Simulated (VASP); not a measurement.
# BN (P1) in VASP: a series of runs

The runs below take BN through electric field gradients, core levels, with LDA.

Program: VASP 6.6.1. These are calculated values, not measurements. Logs are shortened: lines on timing, memory, paths and dates and some standing lists are left out, and cuts for length are marked.

## Step 1: The cell of the first run

The typed cell holds 2 atoms: a = 3.669 Å, b = 3.669 Å, c = 3.669 Å, α = 39.87°, β = 39.87°, γ = 39.87°.

The cell is a database's computed one.

## Step 2: Electric field gradients, LDA (all atoms moved at random, sigma 0.02 Å a component)

Input file INCAR:

```
PREC = Accurate
ENCUT = 520
EDIFF = 1E-8
ISMEAR = 0
SIGMA = 0.02
LREAL = F
LASPH = T
NELM = 100
ALGO = Normal
ISIF = 2
LWAVE = F
LCHARG = F
GGA = CA
LEFG = T
```

Input file KPOINTS:

```
regular mesh
0
Gamma
  12 12 12
```

Input file POSCAR:

```
BN
1.0
    1.2511217800      0.7223355000      3.3729344000
   -1.2511217800      0.7223355000      3.3729344000
    0.0000000000     -1.4446710000      3.3729344000
B N
1 1
Direct
    0.9937221600      0.0078664300      0.9976252400
    0.3387108400      0.3245665700      0.3348077600
```

Potentials or basis: VASP PAW LDA potentials, release 64 (B, N).

Command:

```
$ cat potpaw_LDA.64/B/POTCAR potpaw_LDA.64/N/POTCAR > POTCAR
$ mpirun -np 1 vasp_std > vasp.out
```

OUTCAR:

```text
PREC = Accurate
   ENCUT = 520
   EDIFF = 1E-8
   ISMEAR = 0
   LREAL = F
   LASPH = T
   NELM = 100
   ISIF = 2
   GGA = CA

 ion  position               nearest neighbor table
   1  0.994  0.008  0.998-   2 1.42   2 1.44   2 1.48
   2  0.339  0.325  0.335-   1 1.42   1 1.44   1 1.48

  LATTYP: Found a trigonal (rhomboedric) cell.
 ALAT       =     3.6692997629
 COS(alpha) =     0.7674786788

  Lattice vectors:

 A1 = (   1.2511217800,   0.7223355000,   3.3729344000)
 A2 = (  -1.2511217800,   0.7223355000,   3.3729344000)
 A3 = (   0.0000000000,  -1.4446710000,   3.3729344000)

Analysis of symmetry for initial positions (statically):
=====================================================================
 Subroutine PRICEL returns:
 Original cell was already a primitive cell.

 Routine SETGRP: Setting up the symmetry group for a
 trigonal (rhombohedral) supercell.

 Subroutine GETGRP returns: Found  1 space group operations
 (whereof  1 operations were pure point group operations)
 out of a pool of 12 trial point group operations.

The static configuration has the point symmetry C_1 .

Analysis of symmetry for dynamics (positions and initial velocities):
=====================================================================
 Subroutine PRICEL returns:
 Original cell was already a primitive cell.

 Routine SETGRP: Setting up the symmetry group for a
 trigonal (rhombohedral) supercell.

 Subroutine GETGRP returns: Found  1 space group operations
 (whereof  1 operations were pure point group operations)
 out of a pool of 12 trial point group operations.

The dynamic configuration has the point symmetry C_1 .

 Subroutine INISYM returns: Found  1 space group operations
 (whereof  1 operations are pure point group operations),
 and found     1 'primitive' translations

----------------------------------------------------------------------------------------

                                     Primitive cell

  volume of cell :      18.2893

  direct lattice vectors                    reciprocal lattice vectors
     1.251121780  0.722335500  3.372934400     0.399641352  0.230733041  0.098825916
    -1.251121780  0.722335500  3.372934400    -0.399641352  0.230733041  0.098825916
[... 129 lines left out ...]
  ---------------------------------------------------
  free energy    TOTEN  =       -19.25954626 eV

  energy without entropy =      -19.25954626  energy(sigma->0) =      -19.25954626

 E-fermi :   2.1668     XC(G=0): -10.4309

 val. band max:        2.0095900137   @ k =  -0.0833  -0.4167   0.2500
 cond. band min:       5.9097795345   @ k =   0.0000   0.5000   0.5000
 fundamental gap:      3.9001895208
 Fermi energy:         2.1668297758

 k-point     1 :       0.0000    0.0000    0.0000
  band No.  band energies     occupation
      1     -15.5649      2.00000
      2      -2.2075      2.00000
      3       0.2790      2.00000
      4       1.1302      2.00000
      5       6.8441      0.00000
      6      12.9908      0.00000
      7      14.1522      0.00000
      8      14.9828      0.00000
[... 243 lines left out ...]
 k-point    24 :      -0.1667    0.0000   -0.0833
  band No.  band energies     occupation
      1     -15.1422      2.00000
      2      -1.8801      2.00000
      3      -0.8411      2.00000
      4       0.0037      2.00000
      5       7.8313      0.00000
      6      13.2872      0.00000
      7      13.7319      0.00000
      8      15.3088      0.00000

 [... further k-points ...]

------------------------ aborting loop because EDIFF is reached ----------------------------------------

  FORCE on cell =-STRESS in cart. coord.  units (eV):
  Direction    XX          YY          ZZ          XY          YZ          ZX
  --------------------------------------------------------------------------------------
  -------------------------------------------------------------------------------------
  Total       -0.6018671     -0.4126901     -0.1285596      0.4294928     -0.0001946      0.0017862
  in kB      -52.7246263    -36.1523875    -11.2620481     37.6243338     -0.0170452      0.1564780
  external PRESSURE =     -33.3796873 kB  Pullay stress =       0.0000000 kB

 VOLUME and BASIS-vectors are now :
 -----------------------------------------------------------------------------
  energy-cutoff  :      520.00
  volume of cell :       18.29
      direct lattice vectors                 reciprocal lattice vectors
     1.251121780  0.722335500  3.372934400     0.399641352  0.230733041  0.098825916
    -1.251121780  0.722335500  3.372934400    -0.399641352  0.230733041  0.098825916
     0.000000000 -1.444671000  3.372934400     0.000000000 -0.461466082  0.098825916

 POSITION                                       TOTAL-FORCE (eV/Angst)
 -----------------------------------------------------------------------------------
      1.23343     -0.71776      6.74322         1.416263     -0.302857     -0.019929
      0.01770     -0.00458      3.36648        -1.416263      0.302857      0.019929
 -----------------------------------------------------------------------------------
    total drift:                                0.000028     -0.000005      0.000005

  FREE ENERGIE OF THE ION-ELECTRON SYSTEM (eV)
  ---------------------------------------------------
  free  energy   TOTEN  =       -19.2595462602 eV

  energy  without entropy=      -19.2595462602  energy(sigma->0) =      -19.25954626

 Electric field gradients (V/A^2)
---------------------------------------------------------------------
 ion       V_xx      V_yy      V_zz      V_xy      V_xz      V_yz
---------------------------------------------------------------------
   1     -16.520   -18.231    34.752    -3.250    -0.006     0.001
   2      -3.703    -3.983     7.686    -0.805    -0.005     0.000
---------------------------------------------------------------------

 Electric field gradients after diagonalization (V/A^2)
 (convention: |V_zz| > |V_xx| > |V_yy|)
----------------------------------------------------------------------
 ion       V_xx      V_yy      V_zz     asymmetry (V_yy - V_xx)/ V_zz
----------------------------------------------------------------------
   1     -20.736   -14.016    34.752       0.193
   2      -4.660    -3.026     7.686       0.213
----------------------------------------------------------------------

           NMR quadrupolar parameters

 Cq : quadrupolar parameter    Cq=e*Q*V_zz/h
 eta: asymmetry parameters     (V_yy - V_xx)/ V_zz
 Q  : nuclear electric quadrupole moment in mb (millibarn)
----------------------------------------------------------------------
 ion       Cq(MHz)       eta       Q (mb)
----------------------------------------------------------------------
   1       0.084       0.193       1.000
   2       0.019       0.213       1.000
----------------------------------------------------------------------
```

Wall time 2.2 min (1 thread of AMD EPYC 9R45 (Zen 5), shared host); peak memory 0.21 GiB.

What came out:

| Property | Result |
| --- | --- |
| Free energy | -19.2595 eV |
| Pressure | -3.3 GPa |
| Largest force | 1.448 eV/Å |
| Band gap on the k mesh | 3.90 eV, indirect (least direct gap 4.50 eV) |

Forces in eV/Å, atoms in the order of the input:
```
B    1.416 -0.303 -0.020
N   -1.416  0.303  0.020
```

Stress tensor (GPa, compression positive):
```
-5.27  3.76  0.02
 3.76 -3.62  0.00
 0.02  0.00 -1.13
```

Electric field gradients, principal values (V/Å²):
```csv
atom,Vxx,Vyy,Vzz
1 B,-14.016,-20.736,34.752
2 N,-3.026,-4.660,7.686
```

Caveat: forces of over 1 eV/Å show positions far from the minimum, so gaps and moduli don't describe the material at rest. A k mesh can miss the band edges.

## Step 3: Core levels, LDA (all atoms moved at random, sigma 0.02 Å a component)

Input file INCAR:

```
SYSTEM = BN
PREC = Accurate
ENCUT = 520
EDIFF = 1E-7
ISMEAR = 0
SIGMA = 0.02
LREAL = .FALSE.
LASPH = .TRUE.
NELM = 80
ALGO = Normal
ISIF = 2
LWAVE = .FALSE.
LCHARG = .FALSE.
ICORELEVEL = 1
```

Input file KPOINTS:

```
Automatic mesh
0
G
  12 12 12
  0 0 0
```

POSCAR is that of step 2.

Potentials or basis: VASP PAW LDA potentials, release 64 (B, N).

Command:

```
$ cat potpaw_LDA.64/B/POTCAR potpaw_LDA.64/N/POTCAR > POTCAR
$ mpirun -np 1 vasp_std > vasp.out
```

OUTCAR:

```text
SYSTEM = BN
   PREC = Accurate
   ENCUT = 520
   EDIFF = 1E-7
   ISMEAR = 0
   LREAL = .FALSE.
   LASPH = .TRUE.
   NELM = 80
   ISIF = 2

 ion  position               nearest neighbor table
   1  0.994  0.008  0.998-   2 1.42   2 1.44   2 1.48
   2  0.339  0.325  0.335-   1 1.42   1 1.44   1 1.48

  LATTYP: Found a trigonal (rhomboedric) cell.
 ALAT       =     3.6692997629
 COS(alpha) =     0.7674786788

  Lattice vectors:

 A1 = (   1.2511217800,   0.7223355000,   3.3729344000)
 A2 = (  -1.2511217800,   0.7223355000,   3.3729344000)
 A3 = (   0.0000000000,  -1.4446710000,   3.3729344000)

Analysis of symmetry for initial positions (statically):
=====================================================================
 Subroutine PRICEL returns:
 Original cell was already a primitive cell.

 Routine SETGRP: Setting up the symmetry group for a
 trigonal (rhombohedral) supercell.

 Subroutine GETGRP returns: Found  1 space group operations
 (whereof  1 operations were pure point group operations)
 out of a pool of 12 trial point group operations.

The static configuration has the point symmetry C_1 .

Analysis of symmetry for dynamics (positions and initial velocities):
=====================================================================
 Subroutine PRICEL returns:
 Original cell was already a primitive cell.

 Routine SETGRP: Setting up the symmetry group for a
 trigonal (rhombohedral) supercell.

 Subroutine GETGRP returns: Found  1 space group operations
 (whereof  1 operations were pure point group operations)
 out of a pool of 12 trial point group operations.

The dynamic configuration has the point symmetry C_1 .

 Subroutine INISYM returns: Found  1 space group operations
 (whereof  1 operations are pure point group operations),
 and found     1 'primitive' translations

----------------------------------------------------------------------------------------

[... 113 lines left out ...]
  volume/ion in A,a.u.               =       9.14        61.71
  Fermi-wavevector in a.u.,A,eV,Ry     =   1.242717  2.348395 21.012099  1.544346
  Thomas-Fermi vector in A             =   2.377059
   LORBIT       =      0    0 simple, 1 ext, 2 COOP (PROOUT), +10 PAW based schemes
   GGA     = CA    functional components
   LHFCALC =     F    Hartree Fock is set to
   AEXX    =    0.0000 exact exchange contribution
   IVDW    =     0    specifies the selected vdW correction
   LEPSILON=     F    determine dielectric tensor
   LRPA    =     F    only Hartree local field effects (RPA)
 non-spin polarized calculation
 Gauss-broadening in eV      SIGMA  =   0.02
  energy-cutoff  :      520.00
  volume of cell :       18.29
 maximum number of plane-waves:       517
   NGX = 13   NGY = 13   NGZ = 13

 number of electron       8.0000000 magnetization

 Free energy of the ion-electron system (eV)
  ---------------------------------------------------
  ext. energy  EPLUGINS =         0.00000000
  ---------------------------------------------------
  free energy    TOTEN  =       -19.25954626 eV

  energy without entropy =      -19.25954626  energy(sigma->0) =      -19.25954626

 the core state eigenenergies are
   1-  1s   -167.3450
   2-  1s   -368.7108

 E-fermi :   2.1668     XC(G=0): -10.4309

 val. band max:        2.0095900137   @ k =  -0.0833  -0.4167   0.2500
 cond. band min:       5.9097795345   @ k =   0.0000   0.5000   0.5000
 fundamental gap:      3.9001895208
 Fermi energy:         2.1668297758

 k-point     1 :       0.0000    0.0000    0.0000
  band No.  band energies     occupation
      1     -15.5649      2.00000
      2      -2.2075      2.00000
      3       0.2790      2.00000
      4       1.1302      2.00000
      5       6.8441      0.00000
      6      12.9908      0.00000
      7      14.1522      0.00000
      8      14.9828      0.00000
[... 276 lines left out ...]
 k-point    27 :       0.0833    0.0000    0.1667
  band No.  band energies     occupation
      1     -15.1401      2.00000

------------------------ aborting loop because EDIFF is reached ----------------------------------------

  FORCE on cell =-STRESS in cart. coord.  units (eV):
  Direction    XX          YY          ZZ          XY          YZ          ZX
  --------------------------------------------------------------------------------------
  -------------------------------------------------------------------------------------
  Total       -0.6018668     -0.4126841     -0.1285639      0.4295074     -0.0001945      0.0017868
  in kB      -52.7245998    -36.1518619    -11.2624273     37.6256078     -0.0170398      0.1565239
  external PRESSURE =     -33.3796297 kB  Pullay stress =       0.0000000 kB

 VOLUME and BASIS-vectors are now :
 -----------------------------------------------------------------------------
  energy-cutoff  :      520.00
  volume of cell :       18.29
      direct lattice vectors                 reciprocal lattice vectors
     1.251121780  0.722335500  3.372934400     0.399641352  0.230733041  0.098825916
    -1.251121780  0.722335500  3.372934400    -0.399641352  0.230733041  0.098825916
     0.000000000 -1.444671000  3.372934400     0.000000000 -0.461466082  0.098825916

 POSITION                                       TOTAL-FORCE (eV/Angst)
 -----------------------------------------------------------------------------------
      1.23343     -0.71776      6.74322         1.416300     -0.302862     -0.019927
      0.01770     -0.00458      3.36648        -1.416300      0.302862      0.019927
 -----------------------------------------------------------------------------------
    total drift:                               -0.000022      0.000005     -0.000002

  FREE ENERGIE OF THE ION-ELECTRON SYSTEM (eV)
  ---------------------------------------------------
  free  energy   TOTEN  =       -19.2595462601 eV

  energy  without entropy=      -19.2595462601  energy(sigma->0) =      -19.25954626
```

OSZICAR:

```text
N       E                     dE             d eps       ncg     rms          rms(c)
DAV:   1     0.108579186937E+02    0.10858E+02   -0.48533E+03 14280   0.933E+02
DAV:   2    -0.209221212370E+02   -0.31780E+02   -0.30453E+02 18912   0.157E+02
DAV:   3    -0.212651809703E+02   -0.34306E+00   -0.34306E+00 16936   0.203E+01
DAV:   4    -0.212658998725E+02   -0.71890E-03   -0.71890E-03 23032   0.897E-01
DAV:   5    -0.212659000582E+02   -0.18568E-06   -0.18568E-06 16952   0.104E-02    0.783E+00
DAV:   6    -0.195150523017E+02    0.17508E+01   -0.71820E+00 16832   0.181E+01    0.353E+00
DAV:   7    -0.193184419245E+02    0.19661E+00   -0.20856E-01 20576   0.377E+00    0.205E+00
DAV:   8    -0.192598107963E+02    0.58631E-01   -0.16653E-01 19184   0.298E+00    0.242E-01
DAV:   9    -0.192595427065E+02    0.26809E-03   -0.12284E-03 14200   0.394E-01    0.116E-01
DAV:  10    -0.192595433872E+02   -0.68068E-06   -0.15295E-04 22216   0.146E-01    0.267E-02
DAV:  11    -0.192595457992E+02   -0.24120E-05   -0.20630E-06 15624   0.139E-02    0.871E-03
DAV:  12    -0.192595462591E+02   -0.45992E-06   -0.30630E-07 18960   0.490E-03    0.920E-04
DAV:  13    -0.192595462601E+02   -0.95008E-09   -0.13337E-08  9000   0.117E-03
   1 F= -.19259546E+02 E0= -.19259546E+02  d E =-.283002E-31
```

stdout:

```text
POSCAR found type information on POSCAR B N
 POSCAR found :  2 types and       2 ions
 scaLAPACK will be used
 LDA part: xc-table for (Slater(with rela. corr.)+CA(PZ))
 , standard interpolation
 POSCAR, INCAR and KPOINTS ok, starting setup
 FFT: planning ... GRIDC
 FFT: planning ... GRID_SOFT
 FFT: planning ... GRID
 WAVECAR not read
 entering main loop
```

It took 2 min on 1 thread of AMD EPYC 9R45 (Zen 5), shared host; peak memory 0.21 GiB.

What came out:

| Quantity | Value |
| --- | --- |
| Free energy | -19.2595 eV |
| Pressure | -3.3 GPa |
| Largest force | 1.448 eV/Å |
| Band gap on the k mesh | 3.90 eV, indirect (least direct gap 4.50 eV) |

Forces in eV/Å, atoms in the order of the input:
```
B    1.416 -0.303 -0.020
N   -1.416  0.303  0.020
```

Core levels (eV, on the scale of the bands):
```csv
atom,levels
1 B,1s -167.3
2 N,1s -368.7
```

Caveat: forces of over 1 eV/Å show positions far from the minimum, so gaps and moduli don't describe the material at rest. A k mesh can miss the band edges.
